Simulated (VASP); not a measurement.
Wanted: the native input for a VASP 6.6.1 run.

| Property | Result |
| --- | --- |
| Task | band structure |
| Functional | PBE0 |
| Potentials or basis | VASP PAW PBE potentials, release 64 (Li_sv, H) |
| Cutoff | 520 eV |
| k mesh | 8 × 8 × 8 |
| Occupations | gaussian, width 0.02 eV |
| Spin | no spin polarisation |
| Ladder | free |
| Grid for exact exchange (PRECFOCK) | Fast |
| Exchange at q = 0 | truncated |
| Further INCAR settings | ALGO = Normal; EDIFF = 1e-07; NBANDS = 9 |

LiH:

```
Li H
1.0
     0.00000    2.03675    2.03675
     2.03675    0.00000    2.03675
     2.03675    2.03675    0.00000
Li H
1 1
Cartesian
  0.0000 0.0000 0.0000
  2.0368 2.0368 2.0368
```

The input as run:

POSCAR

```
LiH
1.0
    0.0000000000      2.0367500000      2.0367500000
    2.0367500000      0.0000000000      2.0367500000
    2.0367500000      2.0367500000      0.0000000000
Li H
1 1
Direct
    0.0000000000      0.0000000000      0.0000000000
    0.5000000000      0.5000000000      0.5000000000
```

INCAR.step1

```
SYSTEM = LiH
PREC = Accurate
ENCUT = 520
EDIFF = 1E-5
ISMEAR = 0
SIGMA = 0.02
LREAL = .FALSE.
LASPH = .TRUE.
NELM = 100
ALGO = Normal
ISIF = 2
LWAVE = .TRUE.
LCHARG = .FALSE.
NBANDS = 9
GGA = PE
KPAR = 4
```

INCAR.step2

```
SYSTEM = LiH
PREC = Accurate
ENCUT = 520
EDIFF = 1E-7
ISMEAR = 0
SIGMA = 0.02
LREAL = .FALSE.
LASPH = .TRUE.
NELM = 100
ALGO = Normal
ISIF = 2
LWAVE = .FALSE.
LCHARG = .FALSE.
GGA = PE
LHFCALC = .TRUE.
AEXX = 0.25
PRECFOCK = Fast
NBANDS = 9
ISTART = 1
HFRCUT = -1
KPAR = 4
```

KPOINTS

```
Automatic mesh
0
G
  8 8 8
  0 0 0
```

KPOINTS_OPT

```
path GXWKGLUWLK,UX
8
line-mode
reciprocal
 0.0000000000  0.0000000000  0.0000000000  G
 0.5000000000  0.0000000000  0.5000000000  X

 0.5000000000  0.0000000000  0.5000000000  X
 0.5000000000  0.2500000000  0.7500000000  W

 0.5000000000  0.2500000000  0.7500000000  W
 0.3750000000  0.3750000000  0.7500000000  K

 0.3750000000  0.3750000000  0.7500000000  K
 0.0000000000  0.0000000000  0.0000000000  G

 0.0000000000  0.0000000000  0.0000000000  G
 0.5000000000  0.5000000000  0.5000000000  L

 0.5000000000  0.5000000000  0.5000000000  L
 0.6250000000  0.2500000000  0.6250000000  U

 0.6250000000  0.2500000000  0.6250000000  U
 0.5000000000  0.2500000000  0.7500000000  W

 0.5000000000  0.2500000000  0.7500000000  W
 0.5000000000  0.5000000000  0.5000000000  L

 0.5000000000  0.5000000000  0.5000000000  L
 0.3750000000  0.3750000000  0.7500000000  K

 0.6250000000  0.2500000000  0.6250000000  U
 0.5000000000  0.0000000000  0.5000000000  X
```

Potentials or basis: VASP PAW PBE potentials, release 64 (Li_sv, H).

Launch:

```console
$ cat potpaw_PBE.64/Li_sv/POTCAR potpaw_PBE.64/H/POTCAR > POTCAR
$ cp INCAR.step1 INCAR
$ mpirun -np 4 vasp_std > vasp.out
$ cp INCAR.step2 INCAR
$ mpirun -np 4 vasp_std > vasp.out
```

Results of the run:

```json
{"Band gap on the k mesh": "4.68 eV, direct", "Band gap along the path": "4.68 eV, direct"}
```

Wall time 2.5 min on 4 MPI ranks on Intel(R) Xeon(R) Platinum 8259CL CPU @ 2.50GHz (Skylake/Cascade Lake), with other jobs on the host, peak memory 0.18 GiB a rank.
